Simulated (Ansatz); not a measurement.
## Hf₂Si at several levels of theory

Method: DFT r2SCAN, scalar-relativistic, plane waves (Ansatz 0.2.0). The atoms stay where they are, in a cell that isn't relaxed at these levels; pressure is positive in compression. Spin–orbit coupling is left out, which matters for the gaps of heavy elements.

```
Hf Si
1.0
    -3.27535    3.27535    2.58282
     3.27535   -3.27535    2.58282
     3.27535    3.27535   -2.58282
Hf Si
4 2
Direct
  0.84351 0.65649 0.50000
  0.34351 0.84351 0.18703
  0.15649 0.34351 0.50000
  0.65649 0.15649 0.81297
  0.75000 0.75000 0.00000
  0.25000 0.25000 0.00000
```

```json
{"Γ-centred k-mesh": "10×10×10", "occupation rule": "Gaussian smearing, 0.1 eV", "spin treatment": "unpolarised"}
```

```csv
set of potentials,cutoff (eV),gap on mesh (eV),P (GPa),largest force (eV/Å)
PAW (default set),500,metal,0.5,0.012
norm-conserving potentials,1225,metal,0.4,0.014
```

(1) What do the runs give for PAW (harder set)?

Answers

(1) They give:

```
set of potentials cutoff (eV) gap on mesh (eV) P (GPa) largest force (eV/Å)
 PAW (harder set)          580             metal      0.4                 0.012
```